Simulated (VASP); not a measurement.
**A VASP 6.6.1 single-point calculation on SiC**

INCAR

```
ENCUT = 520
NELECT = 16.5
PREC = Accurate
NBANDS = 16
GGA = AM
LCHARG = .FALSE.
EDIFF = 1E-7
ISMEAR = -5
NSW = 0
LWAVE = .FALSE.
ISIF = 2
IBRION = -1
LREAL = .FALSE.
NELM = 76
SIGMA = 0.01
LASPH = .TRUE.
```

KPOINTS

```
KPOINTS created by Atomic Simulation Environment
0
Gamma
10 10 10
0 0 0
```

POSCAR

```
C  Si
 1.0000000000000000
     1.5415877826110078    0.8900361212533012    5.3212273213654262
    -1.5415877826110078    0.8900361212533012    5.3212273213654262
    -0.0000000000000000   -1.7800722425564093    5.3212273213570960
 C   Si
   2   2
Cartesian
  0.0000000000000001 -0.0000000000223728  7.1707433633570190
 -0.0000000000000001 -0.0000000000274342  8.7929386007309294
 -0.0000000000000001 -0.0000000000460952 14.7739735521944997
  0.0000000000000000 -0.0000000000037119  1.1897084118934480
```

The recommended PBE PAW datasets give the neutral cell 16 valence electrons.

Command

```
mpirun -np 1 vasp_std
```

Predict the outcome of this run.

It converged. Results: pressure 19.8 GPa; largest force 1.34 eV/Å.

OSZICAR

```
N       E                     dE             d eps       ncg     rms          rms(c)
DAV:   1     0.297453725436E+02    0.29745E+02   -0.71212E+03  3712   0.900E+02
DAV:   2    -0.251242317460E+02   -0.54870E+02   -0.50381E+02  5264   0.156E+02
DAV:   3    -0.276011406532E+02   -0.24769E+01   -0.24634E+01  4848   0.307E+01
DAV:   4    -0.276202772888E+02   -0.19137E-01   -0.19129E-01  4792   0.325E+00
DAV:   5    -0.276204834576E+02   -0.20617E-03   -0.20616E-03  4936   0.313E-01    0.111E+01
DAV:   6    -0.250771362733E+02    0.25433E+01   -0.43641E+00  4224   0.143E+01    0.542E+00
DAV:   7    -0.249816090166E+02    0.95527E-01   -0.90245E-01  4832   0.593E+00    0.245E+00
DAV:   8    -0.249522029720E+02    0.29406E-01   -0.43323E-02  4624   0.142E+00    0.690E-01
DAV:   9    -0.249500546931E+02    0.21483E-02   -0.64844E-03  4952   0.562E-01    0.116E-01
DAV:  10    -0.249501240580E+02   -0.69365E-04   -0.34024E-04  4672   0.139E-01    0.487E-02
DAV:  11    -0.249501825553E+02   -0.58497E-04   -0.63841E-05  4848   0.540E-02    0.146E-02
DAV:  12    -0.249501850768E+02   -0.25214E-05   -0.66396E-06  4736   0.187E-02    0.490E-03
DAV:  13    -0.249501798760E+02    0.52008E-05   -0.93067E-07  4680   0.639E-03    0.134E-03
DAV:  14    -0.249501781003E+02    0.17757E-05   -0.12356E-07  3696   0.243E-03    0.397E-04
DAV:  15    -0.249501785775E+02   -0.47720E-06   -0.17097E-08  2512   0.923E-04    0.211E-04
DAV:  16    -0.249501786635E+02   -0.85995E-07   -0.14143E-09  2344   0.277E-04
   1 F= -.24950179E+02 E0= -.24950179E+02  d E =0.000000E+00
```

Standard output (part)

```
POSCAR found type information on POSCAR C Si
 POSCAR found :  2 types and       4 ions
 LDA part: xc-table for (Slater+PW92), standard interpolation
 POSCAR, INCAR and KPOINTS ok, starting setup
 WAVECAR not read
 entering main loop
 the old and the new charge density differ
    0.111E+01
|     Tetrahedron method does not include variations of the Fermi             |
|     occupations, so forces and stress will be inaccurate. We suggest        |
|     using a different smearing scheme ISMEAR = 1 or 2 for metals in         |
|     relaxations.                                                            |
```

The cell is charged and sits in a uniform background.

For comparison, a separate PBEsol run of the intended cell, on usual settings and not on those above, gives a gap of 0.38 eV on its mesh and a pressure of -0.5 GPa.
